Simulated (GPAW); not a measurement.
Input of a GPAW 26.7.0 run:

File run.py:

```python
import numpy as np
from ase.dft.bandgap import bandgap
from ase.io import read, write
from ase.units import GPa
from gpaw import GPAW, PW
from gpaw.spinorbit import soc_eigenstates

atoms = read('WC.xyz')

calc = GPAW(mode=PW(800),
            xc='LDA',
            kpts={'size': (7, 7, 7), 'gamma': True},
            occupations={'name': 'fermi-dirac', 'width': 0.05},
            nbands=19,
            convergence={'density': 1e-05, 'energy': 1e-05},
            maxiter=150,
            txt='gpaw.txt')
atoms.calc = calc
energy = atoms.get_potential_energy()
forces = atoms.get_forces()
stress = atoms.get_stress()
calc.write('gs.gpw')
write('result.traj', atoms)
print(f'Energy: {energy:.6f} eV')
print('Forces (eV/A):')
print(forces.round(4))
print('Stress (GPa):', (stress / GPa).round(3))
print('Fermi level:', round(calc.get_fermi_level(), 4), 'eV')
print(f'Gap: {bandgap(calc)[0]:.4f} eV, direct: {bandgap(calc, direct=True)[0]:.4f} eV')

path = atoms.cell.bandpath('GMKGALHA,LM,KH', npoints=60, eps=1e-4)
bs_calc = calc.fixed_density(kpts=path, symmetry='off', nbands=28,
                             convergence={'bands': 'CBM+6.0', 'eigenstates': 1e-6}, txt='bands.txt')
bs = bs_calc.band_structure()
bs.write('bs.json')
print(f'Gap on the path: {bandgap(bs_calc)[0]:.4f} eV')

soc = soc_eigenstates(bs_calc, theta=0, phi=0)
np.savetxt('soc_bands.dat', soc.eigenvalues(), fmt='%.4f')
mesh = soc_eigenstates('gs.gpw', theta=0, phi=0)
np.savetxt('soc_mesh.dat', mesh.eigenvalues(), fmt='%.4f')
print('Fermi level with spin-orbit coupling:', round(mesh.fermi_level, 4), 'eV')
```

WC.xyz

```xyz
2
Lattice="2.9065000000 0.0000000000 0.0000000000 -1.4532500000 2.5171028361 0.0000000000 0.0000000000 0.0000000000 2.8366000000" Properties=species:S:1:pos:R:3 pbc="T T T"
W      0.0000000000      0.0000000000      0.0000000000
C      1.4532500001      0.8390342786      1.4183000000
```

Potentials or basis: the program's PAW data sets (release 1.2.1) made for this functional, pw.

Launch:

```bash
$ OMP_NUM_THREADS=1 python run.py
```

What does it give for the pressure?

-11.2 GPa.

Predict the band gap along the path.

none (metal or under the smearing width).

Stress tensor (GPa, compression positive):
```
-10.38   0.00   0.00
  0.00 -10.38   0.00
  0.00   0.00 -12.87
```

Caveat: spin-orbit coupling was added after a scalar SCF, so levels and gaps hold it while energy, forces, pressure and moments don't; this program's spin-orbit splittings come out too wide for heavy elements.
